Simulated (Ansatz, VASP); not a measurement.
# B26P26C (V_B-C_P) in two plane-wave programs, part 3 of 3

Wanted: the spread between two codes on one cell, functional and k mesh. Of the first pair: The structure shown is the start of the Ansatz relaxation below; VASP solves that cell, so the two are compared at the walk's first step.

VASP 6.6.1 and Ansatz 0.2.0.

So far. Step 3 (VASP: single point, r2SCAN, start cell, pair 1): The run ends at a pressure of -2.36 GPa, with forces up to 3.9 eV/Å.

## Step 6: VASP: single point, r2SCAN, relaxed cell, pair 2

Level of this step: r2SCAN; plane waves and PAW (B, P, C) (VASP).

The same cell, functional and mesh now go to VASP, with its own data sets.

Contents of INCAR:

```
SYSTEM = B26P26C
PREC = Accurate
ENCUT = 580
EDIFF = 1E-06
NELM = 120
ISMEAR = 0
SIGMA = 0.01
LREAL = Auto
ALGO = Normal
METAGGA = R2SCAN
LASPH = .TRUE.
NBANDS = 144
LORBIT = 11
LWAVE = .FALSE.
LCHARG = .FALSE.
ISIF = 2
ISYM = 0
GGA_COMPAT = .FALSE.
LMIXTAU = .TRUE.
KPAR = 4
```

Contents of POSCAR:

```
B26P26C
1.0
    0.0000000000      6.8045562300      6.8045562300
    6.8045562300      0.0000000000      6.8045562300
    6.8045562300      6.8045562300      0.0000000000
B P C
26 26 1
Direct
    0.9998845403      0.0008776815      0.9998678547
    0.0004282726      0.0004860890      0.3332812985
    0.9963681229      0.0027907666      0.6669811748
    0.0008357976      0.3338768089      0.0008207307
    0.9963595370      0.3341817679      0.3355928130
    0.9999649844      0.3352064944      0.6680004327
    0.0000696992      0.6672494868      0.0000487563
    0.9998834082      0.6670717093      0.3336723255
    0.0008329823      0.6680296081      0.6666703749
    0.3332969268      0.0004863218      0.0004075041
    0.3329020337      0.0000945868      0.3328896047
    0.3326613711      0.9998717191      0.6658896516
    0.3356030989      0.3341762481      0.9963500436
    0.3326648882      0.3330895597      0.3326615153
    0.3623174264      0.3210020550      0.6538054511
    0.3336886303      0.6670714702      0.9998653704
    0.3332977476      0.6676069107      0.3332805488
    0.3355875912      0.6635652071      0.6669760257
    0.6670007880      0.0027761051      0.9963676948
    0.6659127061      0.9998670081      0.3326525016
    0.6538383713      0.0295282234      0.6538146497
    0.6680149136      0.3352063138      0.9999678476
    0.6538319552      0.3210120596      0.3623171430
    0.6666880495      0.6680290683      0.0008176178
    0.6669969991      0.6635773801      0.3355624583
    0.6680121652      0.6671908754      0.6679956578
    0.2501038359      0.2496900101      0.2501058079
    0.2530353498      0.2488151954      0.5816065090
    0.2558893716      0.2490567189      0.9114287663
    0.2499983730      0.5838882062      0.2499809331
    0.2558901679      0.5786315449      0.5818512488
    0.2503492827      0.5837629710      0.9165609003
    0.2496824169      0.9168658153      0.2496636146
    0.2501047171      0.9173198075      0.5824840996
    0.2499983623      0.9171856807      0.9166893416
    0.5816065238      0.2488044382      0.2530604964
    0.5833398927      0.2504979091      0.9229039202
    0.5818664752      0.5786384235      0.2558765930
    0.5833127812      0.5901626322      0.5832815344
    0.5836422257      0.5848706089      0.9176577471
    0.5824949787      0.9173216974      0.2501024432
    0.5816003278      0.9202961390      0.5815876270
    0.5818655521      0.9230897639      0.9114347902
    0.9114486831      0.2490573810      0.2558744195
    0.9228271407      0.2505339325      0.5833424704
    0.9176736947      0.2508336350      0.9176645788
    0.9165809940      0.5837682387      0.2503252197
    0.9176698893      0.5848729723      0.5836273304
    0.9167598369      0.5839463664      0.9167425400
    0.9167117293      0.9171850020      0.2499811372
    0.9114506563      0.9230864514      0.5818509212
    0.9165850551      0.9175249718      0.9165676086
    0.5640327613      0.2311967287      0.5640047054
```

Contents of KPOINTS:

```
Points of the shifted mesh
8
Reciprocal
 0.2500000000  0.2500000000  0.2500000000 1
 0.2500000000  0.2500000000  0.7500000000 1
 0.2500000000  0.7500000000  0.2500000000 1
 0.2500000000  0.7500000000  0.7500000000 1
 0.7500000000  0.2500000000  0.2500000000 1
 0.7500000000  0.2500000000  0.7500000000 1
 0.7500000000  0.7500000000  0.2500000000 1
 0.7500000000  0.7500000000  0.7500000000 1
```

PAW data sets: B, P and C (PBE family, release 64).

The run is started by

```console
$ mpirun -np 8 vasp_std
```

Numbers of over 12 decimals in the logs are rounded to 6 here.

Log:

```text
[banner, memory and clock lines left out]
running    8 mpi-ranks, on    1 nodes
[...]
[... a notice as in an earlier step ...]

 [... a notice as in an earlier step ...]

 LDA part: xc-table for (None), standard interpolation
 POSCAR, INCAR and KPOINTS ok, starting setup
[...]
entering main loop
       N       E                     dE             d eps       ncg     rms          rms(c)
DAV:   1     0.632362832654E+03    0.63236E+03   -0.10290E+05  2304   0.148E+03
DAV:   2    -0.432359048146E+03   -0.10647E+04   -0.10066E+04  2792   0.242E+02
DAV:   3    -0.504173995811E+03   -0.71815E+02   -0.70612E+02  2840   0.585E+01
DAV:   4    -0.505875756654E+03   -0.17018E+01   -0.16875E+01  2856   0.948E+00
[...]
DAV:  19    -0.455396802786E+03    0.15541E-04   -0.28565E-05  2928   0.180E-02    0.373E-02
DAV:  20    -0.455396808883E+03   -0.60964E-05   -0.39836E-05  2680   0.180E-02    0.186E-02
DAV:  21    -0.455396808686E+03    0.19705E-06   -0.22476E-06  2168   0.404E-03
   1 F= -.45539681E+03 E0= -.45539514E+03  d E =-.333512E-02
```

Parts of OUTCAR (step 6):

```text
  Total      -10.2162597    -10.2105514    -10.2026780      3.9826279      3.9720431      3.9986454
  in kB      -25.9760486    -25.9615346    -25.9415157     10.1263025     10.0993894     10.1670288
  external PRESSURE =     -25.9596996 kB  Pullay stress =       0.0000000 kB

 POSITION                                       TOTAL-FORCE (eV/Angst)
 -----------------------------------------------------------------------------------
      6.80963     13.60743      6.80974         0.001203      0.000682      0.000901
      2.27114      2.27075      0.00622         0.003074     -0.000175     -0.003033
      4.55750     11.31835      6.79883        -0.003430      0.029931      0.047155
      2.27747      0.01127      2.27757        -0.001577     -0.028040     -0.001609
      4.55752      9.06334      9.05374        -0.001582      0.047382      0.029318
      6.82638     11.34976      9.08525         0.011306      0.030739      0.032772
      4.54067      0.00081      4.54081         0.004515      0.006139      0.004901
      6.80962      9.07425     11.34289         0.001431      0.002594     -0.000453
      9.08204      4.54206      4.55131        -0.004674     -0.002482     -0.028865
      0.00608      2.27071      2.27125        -0.002808      0.000081      0.002930
      2.26581      4.53042      2.26589         0.015349      0.018274      0.015163
     11.33477      6.79470      9.06730         0.020804      0.019324      0.005901
      9.05364      9.06335      4.55755         0.030032      0.048247     -0.001786
      4.53014      4.52725      4.53016         0.022609      0.003746      0.022331
[...]
-----------------------------------------------------------------------------------
    total drift:                                0.018657      0.000317      0.018994

  FREE ENERGIE OF THE ION-ELECTRON SYSTEM (eV)
  ---------------------------------------------------
  free  energy   TOTEN  =      -455.3968086858 eV

  energy  without entropy=     -455.3934735691  energy(sigma->0) =     -455.39514113

[... 1 part as in an earlier step ...]

[... 1 further part left out ...]
```

The run ends at a pressure of -2.60 GPa, with forces up to 0.11 eV/Å.

## Step 7: Side by side

Forces on 7 of the 53 atoms, those with the largest forces and the largest differences (eV/Å; atoms numbered as in POSCAR):

```tsv
atom	Ansatz x, y, z	VASP x, y, z
B15	-0.003, -0.001, 0.000	0.106, -0.010, -0.006
B21	-0.001, -0.004, -0.002	-0.011, 0.103, -0.012
B23	-0.001, -0.002, -0.004	-0.007, -0.011, 0.105
P28	-0.005, -0.002, -0.002	-0.056, -0.058, -0.059
P36	-0.002, -0.002, -0.003	-0.059, -0.059, -0.054
P41	-0.002, -0.001, -0.002	-0.075, -0.027, -0.030
P42	-0.003, -0.003, -0.003	-0.059, -0.054, -0.059
```

The forces differ by 29 meV/Å r.m.s., where the r.m.s. force is 0.003 eV/Å in Ansatz and 0.029 eV/Å in VASP: the atoms lie near their places of rest in Ansatz, so a percentage would say little (all taken over all components).

## Step 8: Results

| Property | Result |
| --- | --- |
| r.m.s. force difference (single point, r2SCAN, start cell, pair 1) | 5.0 % of the r.m.s. force |
| r.m.s. force difference (single point, r2SCAN, relaxed cell, pair 2) | 29 meV/Å |

The r.m.s. force difference is 29 meV/Å (single point, r2SCAN, relaxed cell, pair 2), beyond the 12 meV/Å picked in this series as the mark of a large difference. What causes the difference of the single point, r2SCAN, start cell, pair 1 pair stays open here. What causes the difference of the single point, r2SCAN, relaxed cell, pair 2 pair stays open here. Such differences can come from data sets, numerical settings and the points named under the comparisons, not from the functional's error against experiment.

[Lines on the potential files, build, host, timing and source positions are cut from VASP's logs without a mark.]

[Logs are printed without paths, hosts, clocks, repeated set-up lines and the standing remarks that a program may print on its own settings, such as how far it seeks lower states.]

[Hosts, paths, dates, database ids (printed as entryN), source tags and the programs' standing remarks are cut or masked in the printed files.]
